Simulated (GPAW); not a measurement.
# A GW chain in GPAW: SnCl2 (2H monolayer)

Wanted: ground state, empty states, screening and self-energy for SnCl2 (2H monolayer).

Method: LDA and many-body steps on it, plane waves, in GPAW 26.7.0.

## Step 1: Starting point

The cell holds 3 atoms: 1 Sn and 2 Cl. Its edges and angles: a = 3.913 Å, b = 3.913 Å, c = 14.100 Å, α = 90.0°, β = 90.0°, γ = 120.0°. Vacuum lies along c.

The structure was relaxed with LDA. The runs that relaxed it are not among those shown.

## Step 2: Ground state

This step: GPAW 26.7.0; DFT, LDA, plane waves, PAW.

The ground-state density comes first.

run.py

```python
import json
import numpy as np
from gpaw.mpi import world
from ase import Atoms
from gpaw import GPAW, PW, FermiDirac

atoms = Atoms(['Sn', 'Cl', 'Cl'],
    cell=[[3.9126721553, 0.0000000000, 0.0000000000],
      [-1.9563360776, 3.3884734832, 0.0000000000],
      [0.0000000000, 0.0000000000, 14.1000000000]],
    scaled_positions=[[0.3333333333, 0.6666666667, 0.5000000000],
      [0.6666666667, 0.3333333333, 0.6198206987],
      [0.6666666667, 0.3333333333, 0.3801793013]],
    pbc=(True, True, False))
calc = GPAW(mode=PW(450),
    xc='LDA',
    kpts={'size': (9, 9, 1), 'gamma': True},
    occupations=FermiDirac(0.001),
    nbands=-7,
    convergence={'density': 1e-6, 'bands': -3},
    maxiter=100,
    txt='gs.txt')
atoms.calc = calc
res = {'energy': atoms.get_potential_energy()}
kpts = calc.get_ibz_k_points()
res['kpts'] = kpts
res['eigenvalues'] = [calc.get_eigenvalues(kpt=k) for k in range(len(kpts))]
res['n_electrons'] = calc.get_number_of_electrons()
calc.write('gs.gpw')

if world.rank == 0:
    with open('result.json', 'w') as f:
        json.dump(res, f, default=lambda x: x.tolist())
```

Run with:

```
$ mpirun -n 4 gpaw python run.py
```

Output:

```text
__  _  _
 | _ |_)|_||  |
 |__||  | ||/\| - 26.7.0

Input parameters:
  mode=PW(ecut=450.000000),
  convergence={'density': 1e-06, 'bands': -3},
  kpts=MonkhorstPack(size=(9, 9, 1), gamma=True),
  maxiter=100,
  nbands=-7,
  occupations=Occupations(name='fermi-dirac', width=0.001, fixmagmom=False),
  xc=XC(name='LDA')
  [... matrices ...]
Diagonalizing LCAO Hamiltonian
Converting LCAO to pw mode

            Cl

        Sn

            Cl

Atoms  # Å, Bohr magnetons
|   | symbol |         x |        y |        z |    initial magnetic moments |
| 0 |     Sn | -0.000000 | 2.258982 | 7.050000 | ( 0.0000,  0.0000,  0.0000) |
| 1 |     Cl |  1.956336 | 1.129491 | 8.739472 | ( 0.0000,  0.0000,  0.0000) |
| 2 |     Cl |  1.956336 | 1.129491 | 5.360528 | ( 0.0000,  0.0000,  0.0000) |

Unit cell  # Å
| periodic |         x |        y |         z |   lengths |     angles |
|      yes |  3.912672 | 0.000000 |  0.000000 |  3.912672 |  90.000000 |
|      yes | -1.956336 | 3.388473 |  0.000000 |  3.912672 |  90.000000 |
|       no |  0.000000 | 0.000000 | 14.100000 | 14.100000 | 120.000000 |

Number of symmetries: 12
Symmetry operations  # r_c * U_cc + t_c -> r_c
|    | kind |            matrix            |
|  0 |  σ   |  1, 1, 0,  0,-1, 0,  0, 0, 1 |
|  1 |  C2  |  1, 1, 0,  0,-1, 0,  0, 0,-1 |
|  2 |  E   |  1, 0, 0,  0, 1, 0,  0, 0, 1 |
|  3 |  σ   |  1, 0, 0,  0, 1, 0,  0, 0,-1 |
|  4 |  C3  |  0, 1, 0, -1,-1, 0,  0, 0, 1 |
|  5 |  S3  |  0, 1, 0, -1,-1, 0,  0, 0,-1 |
|  6 |  σ   |  0,-1, 0, -1, 0, 0,  0, 0, 1 |
|  7 |  C2  |  0,-1, 0, -1, 0, 0,  0, 0,-1 |
|  8 |  σ   | -1, 0, 0,  1, 1, 0,  0, 0, 1 |
|  9 |  C2  | -1, 0, 0,  1, 1, 0,  0, 0,-1 |
| 10 |  C3  | -1,-1, 0,  1, 0, 0,  0, 0, 1 |
| 11 |  S3  | -1,-1, 0,  1, 0, 0,  0, 0,-1 |

BZ-sampling:
  Number of BZ points: 81
  Number of IBZ points: 12

  Monkhorst-Pack size: [9, 9, 1]
  Monkhorst-Pack shift: [0, 0, 0]

K-points  # in reciprocal-cell coordinates
|     |                                coordinates |     weight |
|   0 | (  0.00000000,   0.00000000,   0.00000000) | 0.01234568 |
|   1 | (  0.11111111,   0.00000000,   0.00000000) | 0.07407407 |
|   2 | (  0.22222222,  -0.11111111,   0.00000000) | 0.07407407 |
|   3 | (  0.22222222,   0.00000000,   0.00000000) | 0.07407407 |
|   4 | (  0.33333333,  -0.11111111,   0.00000000) | 0.14814815 |
|   5 | (  0.33333333,   0.00000000,   0.00000000) | 0.07407407 |
|   6 | (  0.33333333,   0.33333333,   0.00000000) | 0.02469136 |
|   7 | (  0.44444444,  -0.22222222,   0.00000000) | 0.07407407 |
|   8 | (  0.44444444,  -0.11111111,   0.00000000) | 0.14814815 |
|   9 | (  0.44444444,   0.00000000,   0.00000000) | 0.07407407 |
| ... |                                            |            |
|  11 | (  0.44444444,   0.44444444,   0.00000000) | 0.07407407 |

Plane wave coefficients: 4064
Cutoff: 450.000000 eV

Spin-components: 1 (collinear spins)
Bands:           21
Projectors:      16
Spin-degeneracy: 2
Datatype:        complex128

  Storage: CPU
  Wave functions: 16_357_824 bytes (4_089_456 per core)
  Projectors: 17_915_712 bytes (4_478_928 per core)
  [... matrices ...]
Parallelization:
  kpt:    4
  domain: 1
  band:   1

Density:
  Valence electrons: 28.0
  Components: 1
  Grid points: [20 20 70]
  Charge: 0.0  # |e|

Potential:
  Grid points: [20 20 70]

species:
  Sn:
    name:    Tin
    Z:       50.0
    valence: 14
    core:    36
    charge:  0.0  # [|e|]
    compensation charges:
      type: gauss
      rc: 0.38  # [Å]
      lmax: 2
    cutoffs:
      filter: 2.23  # [Å]
      core: 2.35  # [Å]
    projectors
    | kind |    occ | energy [eV] | rcut [Å] |
    |   5s |  2.000 |     -10.799 |    1.201 |
    |   5p |  2.000 |      -3.869 |    1.270 |
    |   4d | 10.000 |     -25.910 |    1.185 |
    |    s |        |      16.413 |    1.201 |
    |    p |        |      23.342 |    1.270 |
    |    d |        |       1.302 |    1.185 |

    Using partial waves for Sn as LCAO basis

  Cl:
    name:    Chlorine
    Z:       17.0
    valence: 7
    core:    10
    charge:  0.0  # [|e|]
    compensation charges:
      type: gauss
      rc: 0.25  # [Å]
      lmax: 2
    cutoffs:
      filter: 1.40  # [Å]
      core: 1.49  # [Å]
    projectors
    | kind |    occ | energy [eV] | rcut [Å] |
    |   3s |  2.000 |     -20.688 |    0.794 |
    |   3p |  5.000 |      -8.701 |    0.794 |
    |    s |        |       6.523 |    0.794 |
    |    p |        |      18.511 |    0.794 |
    |    d |        |       0.000 |    0.794 |

    Using partial waves for Cl as LCAO basis

Reference energy: -192903.846078  # eV

eigensolver:
  PPCG
  Converge bands: -3
  niter=2

density mixing:
  MSR1-Mixer
  Pratt-step length: 0.05
  Maximum mixing coefficient: 0.75
  Old densities: 10
  SVD Regularization: 0.005
  Good broyden scale: 1.0
  Trust region scale: 1.0
  Backstep threshold: 4.0
  History deletion threshold: 6.0
  Fourier metric: weight=20.0, sigma=0.015

occupation numbers:
  Fermi-Dirac:
    width: 0.0010  # eV

poisson solver:
  ecut: 3600.000000  # eV

xc functional:
  name: None

Initialization done in: 0.918 s

convergence criteria:
- Maximum integral of absolute [dens]ity change: 1e-06 electrons / valence electron
- Maximum [total energy] change in last 3 cyles: 0.0005 eV / valence electron
- Maximum integral of absolute [eigenst]ate change: 4e-08 eV^2 / valence electron
maximum number of iterations: 100

SCF iterations
|iter     |     time |      energy | eigst |  dens |
|iter:   1|  |  -12.039938 | +1.30 |       |
|iter:   2|  |  -11.929605 | +0.06 | -1.27 |
|iter:   3|  |  -11.547376 | -0.91 | -1.32 |
|iter:   4|  |  -11.535391 | -2.20 | -1.83 |
|iter:   5|  |  -11.534069c| -3.10 | -2.16 |
|iter:   6|  |  -11.533965c| -3.83 | -2.98 |
|iter:   7|  |  -11.533962c| -4.40 | -3.56 |
|iter:   8|  |  -11.533962c| -4.93 | -4.21 |
|iter:   9|  |  -11.533962c| -5.38 | -5.00 |
|iter:  10|  |  -11.533962c| -6.03 | -5.68 |
|iter:  11|  |  -11.533962c| -6.61 | -6.19c|
|iter:  12|  |  -11.533962c| -7.14 | -6.72c|
|iter:  13|  |  -11.533962c| -7.69c| -7.35c|

Converged in 13 steps
SCF loop duration: 4.742 s (0.365 s/step)
Energy contributions relative to reference atoms: (reference = -192903.846078)
  [... matrices ...]
Energy contributions:
  Kinetic:          14.107352
  Coulomb:         -14.708909
  Zero:              0.003057
  External:          0.000000
  Xc:              -10.935463
  Entropy:          -0.000000
  Spinorbit:         0.000000
  ----------------------------
  Free energy:     -11.533962
  Extrapolated:    -11.533962

dipole moment: (-0.785055, 0.453260, 0.000025)  # |e|*Ang

Fermi level: -1.134
Eigenvalues  # (at kpt = [0.000, 0.000, 0.000])
| band index |      eig [eV] | occ [0-2] |
|          0 |       -23.435 |     2.000 |
|        ... |               |           |
|          6 |       -17.003 |     2.000 |
|          7 |        -9.331 |     2.000 |
|          8 |        -4.997 |     2.000 |
|          9 |        -4.940 |     2.000 |
|         10 |        -4.940 |     2.000 |
|         11 |        -4.527 |     2.000 |
|         12 |        -4.527 |     2.000 |
|         13 |        -3.683 |     2.000 |
|         14 |         0.014 |     0.000 |
|         15 |         1.570 |     0.000 |
|         16 |         1.570 |     0.000 |
|         17 |         3.515 |     0.000 |
|         18 |         4.212 |     0.000 |
|         19 |         4.830 |     0.000 |
|         20 |         5.641 |     0.000 |

Gap: 2.512 eV
Transition (v -> c):
  (s=0, k=7, n=13, [0.44, -0.22, 0.00]) -> (s=0, k=9, n=14, [0.44, 0.00, 0.00])
Direct/indirect transitions are different
Direct gap: 2.567 eV
Transition at: (s=0, k=6, n=13, [0.33, 0.33, 0.00])
vacuum-level: 4.140  # V
# Writing to gs.gpw (mode='')
  [... matrices ...]
```

Run time: 7.7 s. Hardware: 4 MPI ranks of Arm Neoverse V1, shared host; peak memory 0.73 GiB; 30 s of CPU time.

Read from the output:

```yaml
total_energy: -11.53 eV
gap: 2.512 eV
k_of_the_valence_top: 0.4444, -0.2222, 0
k_of_the_conduction_bottom: 0.4444, 0, 0
least_direct_gap: 2.567 eV
```

The gap is indirect, with the least direct gap 0.06 eV higher.

## Step 3: Empty states on the mesh, 9×9×1 mesh, 313 bands

The sums over transitions need many empty states on a uniform mesh; this step solves for them.

run.py

```python
import json
import numpy as np
from gpaw.mpi import world
from gpaw import GPAW

calc = GPAW('gs.gpw').fixed_density(kpts={'size': (9, 9, 1), 'gamma': True},
    parallel={'domain': 1, 'band': 1},
    txt='nscf.txt')
calc.diagonalize_full_hamiltonian(nbands=313)
calc.write('full.gpw', mode='all')
res = {}
kpts = calc.get_ibz_k_points()
res['kpts'] = kpts
res['eigenvalues'] = [calc.get_eigenvalues(kpt=k) for k in range(len(kpts))]
res['n_electrons'] = calc.get_number_of_electrons()

if world.rank == 0:
    with open('result.json', 'w') as f:
        json.dump(res, f, default=lambda x: x.tolist())
```

Run with:

```
$ mpirun -n 4 gpaw python run.py
```

Output:

```text
Diagonalizing LCAO Hamiltonian
Converting LCAO to pw mode
convergence criteria:
- Maximum integral of absolute [eigenst]ate change: 4e-08 eV^2 / valence electron
maximum number of iterations: 100

SCF iterations
|iter     |     time |      energy | eigst |  dens |
|iter:   1|  |             | +1.24 |       |
|iter:   2|  |             | -0.03 |       |
|iter:   3|  |             | -1.09 |       |
[...]
|iter:  19|  |             | -7.19 |       |
|iter:  20|  |             | -7.38 |       |
|iter:  21|  |             | -7.57c|       |
SCF steps: 21
  __  _  _
 | _ |_)|_||  |
 |__||  | ||/\| - 26.7.0

Input parameters:
  mode=PW(ecut=450.000000),
  convergence={'density': 1e-06, 'bands': -3},
  gpts=array([20, 20, 70]),
  kpts=MonkhorstPack(size=(9, 9, 1), gamma=True),
  maxiter=100,
  nbands=21,
  occupations=Occupations(name='fermi-dirac', width=0.001, fixmagmom=False),
  parallel={'domain': 1, 'band': 1},
  xc=XC(name='LDA')
Matrix size: 4057x4057
# Writing to full.gpw (mode='all')
  [... matrices ...]

timing:  # [seconds]
  Total: 172.687  # ━━━━━━━━━━━━━━━━━━━━━━━━━━━━━━━━━━━━━━━━━━━━━━━━━━━━━━━━━
```

Elapsed: 3 min, on 4 MPI ranks; peak memory 5.9 GiB; 12 min of CPU time.

Read from the output:

- gap: 2.512 eV
- k of the valence top: 0.4444, -0.2222, 0
- k of the conduction bottom: 0.4444, 0, 0
- least direct gap: 2.567 eV
- k points computed: 12
- lowest point of the top converged band, above the valence top: 79.3354 eV

On this mesh the gap is 2.512 eV.

## Step 4: Screening and self-energy, 9×9×1 mesh, 141 bands, screening to 48 eV

G0W0 replaces the xc potential by the self-energy, built once from these orbitals. Only a window of levels is corrected, while the sums run over the empty bands that the input names.

This step: G0W0 on LDA, plane waves, PAW.

run.py

```python
import json
import numpy as np
from gpaw.mpi import world
from gpaw.response.g0w0 import G0W0

gw = G0W0('full.gpw',
    filename='gw',
    kpts=[0, 6, 7, 9],
    bands=(12, 16),
    ecut=48,
    nbands=141,
    truncation='2D',
    integrate_gamma='sphere',
    q0_correction=True,
    frequencies={'type': 'nonlinear', 'domega0': 0.15, 'omega2': 15.0},
    eta=0.1,
    nblocksmax=True)
gw.calculate()
res = {mode: {k: v for k, v in r.items() if k != 'sigma_eskwn'}
       for mode, r in gw.all_results.items()}

if world.rank == 0:
    with open('result.json', 'w') as f:
        json.dump(res, f, default=lambda x: x.tolist())
```

Run with:

```
$ mpirun -n 4 gpaw python run.py
```

Output:

```text
Using integrator: PointIntegrator
NonLinearFrequencyDescriptor(from 0.000 to 68.588 eV, 159 points)
Nonperiodic BCs:  [False False  True]
Using integrator: PointIntegrator
NonLinearFrequencyDescriptor(from 0.000 to 68.588 eV, 159 points)
Nonperiodic BCs:  [False False  True]
Applying analytical 2D correction to W:
    Evaluating Gamma point contribution to W on a 15x15x1 grid
  ___  _ _ _
 |   || | | |
 | | || | | |
 |__ ||_____|
 |___|

BZ k-points: Symmetries present (total): 12

  [... matrices ...]
81 k-points: 9 x 9 x 1 Monkhorst-Pack grid
12 k-points in the irreducible part of the Brillouin zone
       k-points in crystal coordinates                weights
   0:     0.00000000    0.00000000    0.00000000          1/81
   1:     0.11111111    0.00000000    0.00000000          6/81
   2:     0.22222222   -0.11111111    0.00000000          6/81
   3:     0.22222222    0.00000000    0.00000000          6/81
   4:     0.33333333   -0.11111111    0.00000000         12/81
   5:     0.33333333    0.00000000    0.00000000          6/81
   6:     0.33333333    0.33333333    0.00000000          2/81
   7:     0.44444444   -0.22222222    0.00000000          6/81
   8:     0.44444444   -0.11111111    0.00000000         12/81
   9:     0.44444444    0.00000000    0.00000000          6/81
          ...
  11:     0.44444444    0.44444444    0.00000000          6/81

Distributing spins, k-points and bands (1 x 4 x 4) over 1 process
Number of blocks: 4

Quasi particle states:
k-points (IBZ indices): [0, 6, 7, 9]
Band range: (12, 16)
  [... matrices ...]
Computational parameters:
Plane wave cut-off: 48 eV
Number of bands: 141
Coulomb cutoff: 2D
Broadening: 0.1 eV

fxc modes: GW
Kernel: RPA
Using full-frequency real axis integration
Summing all q:

Calculating screened Coulomb potential
2D Coulomb truncation
NonLinearFrequencyDescriptor(from 0.000 to 68.588 eV, 159 points)
Removing empty qpoint cache files...

Calculating chi0 body with:
    Ground state adapter containing:
    Number of spins: 1
    Number of kpoints: 81
    Number of irreducible kpoints: 12
    Number of completely occupied states: 14
    Number of partially occupied states: 14
    Occupied states memory: 5.9814453125 M / cpu

    Linear response parametrization:
    q_c: [0.0, 0.0, 0.0]
    Number of frequency points: 159
    Planewave cutoff: 48.0
    Number of bands: 141
    Number of planewaves: 135
    Broadening (eta): 0.1
    comm.size: 4
    kncomm.size: 1
    blockcomm.size: 4

    Memory estimate of potentially large arrays:
        chi0_wGG: 11.054134 M / cpu
Integrating chi0 body.

Symmetries of q_c:
    Direct symmetries (Uq -> q): 12
    Indirect symmetries (TUq -> q): 12
In total 24 allowed symmetries.

  [... matrices ...]
12 groups of equivalent kpoints. 85.185185% reduction.

Integral kind: spectral function
Integrating chi0 head and wings.

Symmetries of q_c:
    Direct symmetries (Uq -> q): 12
    Indirect symmetries (TUq -> q): 12
In total 24 allowed symmetries.

  [... matrices ...]
12 groups of equivalent kpoints. 85.185185% reduction.

Integral kind: spectral function wings

Calculating chi0 body with:
    Ground state adapter containing:
    Number of spins: 1
    Number of kpoints: 81
    Number of irreducible kpoints: 12
    Number of completely occupied states: 14
    Number of partially occupied states: 14
    Occupied states memory: 5.9814453125 M / cpu

[... the further q-points ...]

Results:
f:      Occupation numbers
eps:     KS-eigenvalues [eV]
vxc:     KS vxc [eV]
exx:     Exact exchange [eV]
sigma:   Self-energies [eV]
dsigma:  Self-energy derivatives
Z:       Renormalization factors
qp:      QP-energies [eV]

k-point 0 (0): (0.000, 0.000, 0.000)                GW
band       f     eps     vxc     exx   sigma  dsigma       Z      qp
                                                                   GW
  12   1.000  -4.527 -17.016 -20.867   2.886  -0.377   0.726  -5.228
  13   1.000  -3.683 -15.953 -18.411   1.733  -0.324   0.755  -4.230
  14   0.000   0.014 -11.946  -7.592  -2.662  -0.242   0.805   1.376
  15   0.000   1.570 -13.252  -8.076  -3.055  -0.298   0.770   3.204

k-point 1 (6): (0.333, 0.333, 0.000)                GW
band       f     eps     vxc     exx   sigma  dsigma       Z      qp
                                                                   GW
  12   1.000  -4.432 -16.831 -20.887   2.989  -0.388   0.720  -5.201
  13   1.000  -3.029 -17.094 -19.243   1.617  -0.312   0.762  -3.435
  14   0.000  -0.462 -13.070  -9.039  -2.319  -0.268   0.789   0.889
  15   0.000   1.818 -14.607  -9.585  -2.931  -0.306   0.766   3.419

k-point 2 (7): (0.444, -0.222, 0.000)                GW
band       f     eps     vxc     exx   sigma  dsigma       Z      qp
                                                                   GW
  12   1.000  -4.527 -16.643 -20.722   2.999  -0.397   0.716  -5.300
  13   1.000  -3.027 -17.197 -19.379   1.646  -0.312   0.762  -3.435
  14   0.000  -0.152 -13.251  -9.065  -2.440  -0.288   0.777   1.203
  15   0.000   1.433 -13.183  -8.332  -2.869  -0.296   0.772   2.963

k-point 3 (9): (0.444, 0.000, 0.000)                GW
band       f     eps     vxc     exx   sigma  dsigma       Z      qp
                                                                   GW
  12   1.000  -4.499 -16.710 -20.781   2.994  -0.394   0.717  -5.271
  13   1.000  -3.406 -16.392 -18.620   1.627  -0.328   0.753  -3.858
  14   0.000  -0.516 -12.480  -8.445  -2.425  -0.258   0.795   0.764
  15   0.000   1.437 -13.011  -8.238  -2.769  -0.282   0.780   3.001
```

It took 3 min on 4 MPI ranks; peak memory 2.1 GiB; 12 min of CPU time.

Read from the output:

```yaml
g0w0_gap_on_the_mesh: 4.199 eV
least_direct_g0w0_gap_on_the_computed_points: 4.324 eV
z_at_the_valence_top: 0.7620
z_at_the_conduction_bottom: 0.7951
starting_gap_on_the_mesh: 2.512 eV
k_of_the_valence_top: 0.3333, 0.3333, 0
k_of_the_conduction_bottom: 0.4444, 0, 0
```

The gap on the mesh goes from 2.51 eV to 4.20 eV, a correction of +1.69 eV.

Limits: finite bands, cutoff and mesh; no spin-orbit coupling. v1 is the top filled band, c1 the lowest empty one. Levels before and after the correction, in eV, zero at the valence-band top of each column:

```
           conduction bottom  valence top
Kohn-Sham               2.51         0.00
     G0W0               4.20         0.00
```

|  | level | energy (eV) |
| --- | --- | --- |
| Kohn-Sham | (0.333 0.333 0) v2 | -1.405 |
| Kohn-Sham | (0.333 0.333 0) v1 | -0.002 |
| Kohn-Sham | (0.333 0.333 0) c1 | 2.565 |
| Kohn-Sham | (0.333 0.333 0) c2 | 4.845 |
| Kohn-Sham | (0.444 0 0) v2 | -1.472 |
| Kohn-Sham | (0.444 0 0) v1 | -0.379 |
| Kohn-Sham | (0.444 0 0) c1 | 2.512 |
| Kohn-Sham | (0.444 0 0) c2 | 4.465 |
| G0W0 | (0.333 0.333 0) v2 | -1.766 |
| G0W0 | (0.333 0.333 0) v1 | 0.000 |
| G0W0 | (0.333 0.333 0) c1 | 4.324 |
| G0W0 | (0.333 0.333 0) c2 | 6.854 |
| G0W0 | (0.444 0 0) v2 | -1.836 |
| G0W0 | (0.444 0 0) v1 | -0.423 |
| G0W0 | (0.444 0 0) c1 | 4.199 |
| G0W0 | (0.444 0 0) c2 | 6.436 |

## Step 5: Where the time went

Times are wall times on 4 MPI ranks of Arm Neoverse V1, shared host, good to a factor of about two.

```csv
step,time,share,memory (GiB)
ground state,7.7 s,2 %,0.73
empty states on the mesh,3 min,49 %,5.9
screening and self-energy,3 min,49 %,2.1
```

## Step 6: Summary of results

```json
{
 "LDA gap": "2.51 eV, indirect",
 "G0W0 gap on the mesh": "4.20 eV",
 "GW settings": "9×9×1 mesh, 141 bands, screening to 48 eV, full frequency, Hilbert transform",
 "known limits": "short of the basis limit; no spin-orbit coupling"
}
```

G0W0 moves the gap on the mesh from 2.51 eV to 4.20 eV (+1.69 eV), with Z of 0.76 and 0.80 at the edges. Bands and cutoff are finite, so the gap stands short of the basis limit, usually by up to a few tenths of an eV; the mesh is an error of its own. In this program the long-wavelength screening can come out low in d oxides and layered crystals. The many-body steps are scalar-relativistic: spin-orbit coupling is not in them.

[Long decimals in the printed logs are rounded to 6 places.]

[Logs are printed without paths, hosts, clocks, repeated set-up lines and the standing remarks that a program may print on its own settings, such as how far it seeks lower states.]

[Paths, hosts, dates, memory and timing lines, banners, echoed tables and standing remarks are left out of the program output; an Ansatz launch command may be rebuilt from the run's recorded settings. Measured values are a selection of at most five: reports struck by readers or far from the other reports are left out. None is set beside runs whose start may be inverted or whose files or cutoffs have a known fault.]

[Runs of the session that timed out or met a known fault of the program may be left out.]

[Hosts, paths, dates, database ids (printed as entryN), source tags and the programs' standing remarks are cut or masked in the printed files.]

[Where the starting crystal was built by hand or by swapping elements, it need not be the compound's stable phase.]
